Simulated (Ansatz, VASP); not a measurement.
## BN: VASP beside Ansatz

```
B N
1.0
     2.48426    0.00000    0.00000
    -1.24213    2.15143    0.00000
     0.00000    0.00000    5.58606
B N
2 2
Direct
  0.33333 0.66667 0.25000
  0.66667 0.33333 0.75000
  0.33333 0.66667 0.75000
  0.66667 0.33333 0.25000
```

Alike in both runs: functional PBEsol; k mesh 12 × 12 × 4; occupations gaussian, width 0.02 eV; no spin polarisation.

Ansatz relaxed the structure, and its values are those at the end. VASP's run is a single point on that final structure, the one shown.

```csv
,VASP,Ansatz
version,VASP 6.6.1,Ansatz 0.2.0
potentials or method,"VASP PAW PBE potentials, release 64 (B, N)","scalar-relativistic, plane waves, PAW"
plane-wave cutoff (eV),520,420
valence electrons in the cell,16,16
```

```csv
,VASP,Ansatz,Ansatz less VASP
gap on the k mesh at the Fermi level (eV),3.91,3.92,+0.011
least direct gap on the mesh (eV),4.24,4.25,+0.010
pressure (GPa),12.3,12.0,-0.36
```

Caveats: the PAW data sets were made with another functional, which shifts forces and pressure a little (VASP). A k mesh can miss the band edges.
